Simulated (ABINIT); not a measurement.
Runs of ABINIT 10.8.3 (patched build) on HfO2. It takes space group P4_2/nmc (No. 137, tetragonal). Conventional cell: a = 3.558 Å, b = 3.558 Å, c = 5.172 Å, α = 90.00°, β = 90.00°, γ = 90.00°. Hf (site symmetry -4m2) has 4 O at 2.05 Å as nearest neighbours. Around O (site symmetry 2mm) lie 2 Hf at 2.05 Å. Measurements of this composition are mostly on another form, of space group No. 14.

```csv
level,potentials or basis,k mesh,mesh quality,gap on the mesh (eV),pressure (GPa),largest force (eV/Å)
PBEsol,JTH PAW PBE v2.0,5 × 5 × 3,not flagged,4.64,(a),0.10
PBE,JTH PAW PBE v2.0,8 × 8 × 5,not flagged,4.77,6.8,0.13
PBEsol,JTH PAW PBE v2.0,3 × 3 × 2,coarse,4.63,-0.6,0.09
PBE,JTH PAW PBE v2.0,3 × 3 × 2,coarse,(b),7.0,0.13
LDA,JTH PAW LDA v2.0,6 × 6 × 4,not flagged,(c),(d),0.02
```

Alike in all rows: task single point; no spin polarisation; cell as given; cutoff (eV) 626; smearing fermi-dirac 0.05 eV.

Problem. Fill in the values left out.

Solution. (a) -0.8; (b) 4.76; (c) 4.55; (d) -8.3.

Caveats: some runs use coarse meshes; spin-orbit coupling is left out, which moves the levels of the heavy elements; an odd mesh through Γ misses points on the zone boundary, where band edges often lie (some runs); the PAW data sets were made with another functional, which shifts forces and pressure a little (some runs).

A k mesh can miss the band edges, and the runs leave out spin-orbit coupling on Hf.

Not every run made on this cell is shown here.
